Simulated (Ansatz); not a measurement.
All cells: G0W0@PBE, full frequency by contour deformation, all-electron datasets in plane waves (scalar-relativistic, Gaussian nuclei) (Ansatz); response cutoff 200 eV, empty bands to 200 eV, primitive cells on a 4×4×4 mesh, no spin-orbit coupling. Band edges are those of the mesh. The mesh is coarse, the sums aren't at the basis limit and many cells are compressed or hypothetical, so the values aren't those of the ambient crystals.

Q: Which cell has the electronic dielectric constant on this mesh equal to 2.0?
A.
```
Li H
1.0
     0.00000    2.04200    2.04200
     2.04200    0.00000    2.04200
     2.04200    2.04200    0.00000
Li H
1 1
Direct
  0.00000 0.00000 0.00000
  0.50000 0.50000 0.50000
```
B.
```
Na I
1.0
     0.00000    2.78210    2.78210
     2.78210    0.00000    2.78210
     2.78210    2.78210    0.00000
Na I
1 1
Direct
  0.00000 0.00000 0.00000
  0.50000 0.50000 0.50000
```
C.
```xyz
2
Lattice="0.0000 2.0130 2.0130 2.0130 0.0000 2.0130 2.0130 2.0130 0.0000" Properties=species:S:1:pos:R:3 pbc="T T T"
Li    0.0000    0.0000    0.0000
F     2.0130    2.0130    2.0130
```

A: C. The others: NaI 4.5, LiH 5.1.

Model cells at fixed atoms, which needn't be the relaxed known crystals. Coarse meshes can put the dielectric constant off by a tenth and more.
